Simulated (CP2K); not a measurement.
**Hf under changes of volume**

One of the cells (23.523 Å³/atom); the others are scaled copies at fixed shape and fractional positions:

```xyz
1
Lattice="3.1264 0.0000 0.0000 -1.0421 2.9476 0.0000 -1.0421 -1.4738 2.5527" Properties=species:S:1:pos:R:3 pbc="T T T"
Hf    0.0000    0.0000    0.0000
```

This isn't the form of Hf at room conditions, which is hcp.

```yaml
Program: CP2K 2026.2
Functional: PBEsol
Potentials_or_basis: POTENTIAL_UZH Hf GTH-PBE-q12; TZVP-MOLOPT-PBE-GTH basis
Density_cutoff: 6123 eV
k_mesh: 10 × 10 × 10
Occupations: fermi-dirac, width 0.05 eV
Spin: no spin polarisation
```

| volume (Å³/atom) | energy over the lowest point (meV/atom) | pressure (GPa) |
| --- | --- | --- |
| 22.112 | 0.00 | -2.5 |
| 22.582 | 10.34 | -4.4 |
| 23.052 | 26.38 | -6.3 |
| 23.523 | 47.61 | -7.9 |
| 23.993 | 73.45 | -9.4 |
| 24.464 | 103.44 | -10.7 |
| 24.934 | ? | ? |

What does the run at 24.934 Å³/atom give?

Energy over the lowest point 137.14 meV/atom; pressure -12.0 GPa.

Worked out: A Birch-Murnaghan fit of order 3 (a polynomial in V^(-2/3)) to the other rows has its minimum at 21.61 Å³/atom, just outside them, with B0 = V·E''(V) = 112 GPa and B' = 4.0. It gives 137.11 meV/atom at 24.934 Å³/atom, against the run's 137.14, and -dE/dV = -12.1 GPa, against -12.0.

Energies are extrapolated to zero smearing.

Caveats: the potentials were made for another functional, which shifts forces and pressure; the basis of atomic orbitals isn't converged, which shifts pressures, moduli and gaps.
